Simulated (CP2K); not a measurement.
Here is a CP2K 2026.2 calculation.

The input cspbcl3_charges.inp:

```
&GLOBAL
  PROJECT cspbcl3_charges
  RUN_TYPE ENERGY_FORCE
  PRINT_LEVEL LOW
&END GLOBAL
&FORCE_EVAL
  METHOD QS
  STRESS_TENSOR ANALYTICAL
  &DFT
    BASIS_SET_FILE_NAME BASIS_MOLOPT_UZH
    POTENTIAL_FILE_NAME POTENTIAL_UZH
    &MGRID
      CUTOFF 675
      REL_CUTOFF 60
      NGRIDS 4
    &END MGRID
    &QS
      METHOD GPW
      EPS_DEFAULT 1.0E-9
    &END QS
    &KPOINTS
      SCHEME MONKHORST-PACK 5 5 5
      GAMMA_CENTERED T
      SYMMETRY T
      SYMMETRY_BACKEND SPGLIB
    &END KPOINTS
    &SCF
      SCF_GUESS ATOMIC
      EPS_SCF 1.0E-6
      MAX_SCF 100
      ADDED_MOS 16
      CHOLESKY OFF
      EPS_EIGVAL 1.0E-7
      &DIAGONALIZATION ON
        ALGORITHM STANDARD
      &END DIAGONALIZATION
      &MIXING ON
        METHOD BROYDEN_MIXING
        ALPHA 0.4
        BETA 1.5
        NBUFFER 8
      &END MIXING
      &SMEAR ON
        METHOD FERMI_DIRAC
        ELECTRONIC_TEMPERATURE [K] 580.226
      &END SMEAR
    &END SCF
    &XC
      &XC_FUNCTIONAL
        &LDA_X
        &END LDA_X
        &LDA_C_PW
        &END LDA_C_PW
      &END XC_FUNCTIONAL
    &END XC
    &PRINT
      &KPOINTS ON
      &END KPOINTS
      &MULLIKEN ON
      &END MULLIKEN
      &MO ON
        ENERGIES T
        OCCUPATION_NUMBERS T
        &EACH
          QS_SCF 0
        &END EACH
        ADD_LAST NUMERIC
      &END MO
      &LOWDIN ON
      &END LOWDIN
      &HIRSHFELD ON
        SHAPE_FUNCTION GAUSSIAN
      &END HIRSHFELD
      &VORONOI ON
        VORONOI_RADII VDW
      &END VORONOI
    &END PRINT
  &END DFT
  &SUBSYS
    &CELL
      A 5.6050000000 0.0000000000 0.0000000000
      B 0.0000000000 5.6050000000 0.0000000000
      C 0.0000000000 0.0000000000 5.6050000000
      PERIODIC XYZ
    &END CELL
    &COORD
      SCALED
      Pb  0.5000000000 0.5000000000 0.5000000000
      Cs  0.0000000000 0.0000000000 0.0000000000
      Cl  0.5000000000 0.0000000000 0.5000000000
      Cl  0.0000000000 0.5000000000 0.5000000000
      Cl  0.5000000000 0.5000000000 0.0000000000
    &END COORD
    &KIND Pb
      BASIS_SET DZVP-MOLOPT-PBE-GTH-q4
      POTENTIAL GTH-PBE-q4
    &END KIND
    &KIND Cs
      BASIS_SET DZVP-MOLOPT-PBE-GTH-q9
      POTENTIAL GTH-PBE-q9
    &END KIND
    &KIND Cl
      BASIS_SET DZVP-MOLOPT-PBE-GTH-q7
      POTENTIAL GTH-PBE-q7
    &END KIND
    &PRINT
      &ATOMIC_COORDINATES ON
      &END ATOMIC_COORDINATES
      &CELL ON
      &END CELL
    &END PRINT
  &END SUBSYS
  &PRINT
    &FORCES ON
    &END FORCES
    &STRESS_TENSOR ON
    &END STRESS_TENSOR
  &END PRINT
&END FORCE_EVAL
```

Potentials or basis: POTENTIAL_UZH Pb GTH-PBE-q4, Cs GTH-PBE-q9, Cl GTH-PBE-q7; DZVP-MOLOPT-PBE-GTH basis.

Command:

```console
$ OMP_NUM_THREADS=1 cp2k.psmp -i cspbcl3_charges.inp -o cspbcl3_charges.out
```

Question: Estimate the Mulliken charges.

Answer: Pb +0.82; Cs +0.74; Cl -0.52 e.

Question: What does it give for the Hirshfeld charges?

Answer: Pb +0.70; Cs -1.38; Cl +0.23 e.

Question: Predict the band gap on the k mesh.

Answer: 2.73 eV, direct.

Caveat: spin-orbit coupling is left out, which as a rule narrows the gap of such compounds by several tenths of an eV; an odd mesh through Γ misses points on the zone boundary, where band edges often lie; the basis of atomic orbitals isn't converged, which shifts pressures, moduli and gaps.
